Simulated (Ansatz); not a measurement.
## BN (P6_3mc), ideal shear of a crystal plane

Computed with DFT PBE, scalar-relativistic, plane waves, PAW in Ansatz 0.2.0. Cutoff 420 eV, Γ-centred 10×10×2 k-points, Gaussian smearing of 0.05 eV. No spin polarisation. Energies are free energies at this smearing, counted from the undisturbed cell; pressure is positive in compression.

Reference structure (relaxed at this level; this wurtzite form isn't the usual structure):

```xyz
12
Lattice="-2.5546 0.0000 0.0000 -1.2773 -2.2123 0.0000 0.0000 0.0000 12.6735" Properties=species:S:1:pos:R:3 pbc="T T T"
B    -2.5546   -1.4749    0.7911
B    -2.5546   -1.4749    5.0156
B    -2.5546   -1.4749    9.2401
B    -1.2773   -0.7374   11.3524
B    -1.2773   -0.7374    2.9033
B    -1.2773   -0.7374    7.1278
N    -2.5546   -1.4749   11.8821
N    -2.5546   -1.4749    3.4330
N    -2.5546   -1.4749    7.6575
N    -1.2773   -0.7374    9.7698
N    -1.2773   -0.7374    1.3208
N    -1.2773   -0.7374    5.5453
```

The cut lies on the cell's a–b face, a (0 0 1) plane (indices in the standard cell, whose axes needn't be the Cartesian ones shown) of area 5.65 Å², between layers 1.58 Å apart. Vector c is tilted by f times 1·a + 0·b (length 2.555 Å) with the atoms' Cartesian places fixed: one unrelaxed fault a cell. The traction is dγ/du, the slope of γ against the slip u in Å. Some rows repeat others by symmetry and weren't run.

| f | γ (mJ/m²) | traction (GPa) |
| --- | --- | --- |
| 0.0000 | 0 | 0.0 |
| 0.1000 | 534 | 41.6 |
| 0.2000 | 2085 | 78.2 |
| 0.3000 | 4383 | 97.1 |
| 0.4000 | 6713 | 76.7 |
| 0.5000 | 7796 | 0.0 |
| 0.6000 | 6713 | -76.7 |
| 0.7000 | 4383 | -97.1 |
| 0.8000 | 2085 | -78.2 |
| 0.9000 | 534 | -41.6 |

Task: Read off the first barrier and the stress needed to climb it, and compare with Frenkel's sinusoid.

Result: The first sampled maximum lies at f = 0.500, a slip of 1.28 Å, with γ ≈ 7796 mJ/m², which stands in for the unstable fault energy γ_us, and the steepest sampled slope before it is 97.1 GPa. A sinusoid γ = γ_us sin²(πu/λ) with its maximum there has λ = 2.55 Å and a largest slope πγ_us/λ = 95.9 GPa (1 mJ/m² per Å = 0.01 GPa). The stand-in is too high: the stress and forces give a traction of 36.2 GPa across the line at this point, so it is no saddle, and slip that bends off the line crosses lower.

Task: Is there a metastable fault on this line?

Result: Apart from points where γ returns to about zero, no local minimum shows among the samples, so at this sampling the line offers no fault for a dislocation to split on; a fault can still lie off the line.

The cut is rigid; relaxing the faces lowers these energies and usually the stresses.

Cost: 6 runs of about 2.1 core-minutes in all, on Intel Xeon Platinum 8259CL (Skylake/Cascade Lake) (shared hosts).